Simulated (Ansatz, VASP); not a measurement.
Given: the input of a run of VASP 6.6.1 on CoO. Atoms were shifted at random by some hundredths of an Å from the given cell, which wasn't relaxed again for these runs. 

File INCAR:

```
PREC = Accurate
ENCUT = 520
EDIFF = 1E-7
ISMEAR = -1
SIGMA = 0.05
LREAL = F
LASPH = T
NELM = 150
ALGO = Normal
ISIF = 2
LWAVE = F
LCHARG = F
ISPIN = 2
MAGMOM = 2 0
LORBIT = 11
LMAXMIX = 4
GGA = PE
NBANDS = 18
```

The input KPOINTS:

```
regular mesh
0
Gamma
  11 11 11
```

Contents of POSCAR:

```
CoO
1.0
    0.0000000000      2.1315000000      2.1315000000
    2.1315000000      0.0000000000      2.1315000000
    2.1315000000      2.1315000000      0.0000000000
Co O
1 1
Direct
   -0.0073950000      0.0082970000      0.0150690000
    0.4971250000      0.5171570000      0.4953140000
```

Potentials or basis: VASP PAW PBE potentials, release 64 (Co, O).

Run with:

```bash
$ cat potpaw_PBE.64/Co/POTCAR potpaw_PBE.64/O/POTCAR > POTCAR
$ mpirun -np 1 vasp_std > vasp.out
```

What does the same run look like in Ansatz 0.2.0? Potentials or basis there: all-electron LAPW, scalar-relativistic.

As run (cutoffs and basis follow the program's own potentials, and thresholds, step limits or extra output files can differ):

input.yaml

```yaml
crystal:
  lattice:
    - [0.0, 2.1315, 2.1315]
    - [2.1315, 0.0, 2.1315]
    - [2.1315, 2.1315, 0.0]
  atoms:
    - { symbol: Co, position: [-0.007395, 0.008297, 0.015069], spin: 2.0 }
    - { symbol: O, position: [0.497125, 0.517157, 0.495314] }
kpoints:
  mp_grid: { grid: [11, 11, 11] }
scf:
  occupations: { method: fermi_dirac, width: 0.05 }
hamiltonian:
  xc: pbe
  pseudopotentials: { kind: all_electron, lapw: { basis_error: 0.001 } }
magnetization:
  spin_polarized: true
output:
  forces: true
  stress: true
  eigenvalues: true
  populations: true
```

Potentials or basis: all-electron LAPW, scalar-relativistic.

Command:

```sh
$ ansatz run input.yaml --threads 2 --pin off --max-ram 6144MiB --backend cpu --events-out ev --progress --plain --runs-dir out
```

Both were run:

|  | VASP | Ansatz |
| --- | --- | --- |
| Pressure | -2.2 GPa | -1.7 GPa |
| Largest force | 0.056 eV/Å | 0.061 eV/Å |
| Net moment | 2.90 μB per cell | 2.93 μB per cell |

Where Ansatz's input types no cutoff or centring, it takes its own default and a Γ-centred mesh.

The magnetic state is the one that the start led to; the real crystal's order can differ.

Pressure is positive in compression.
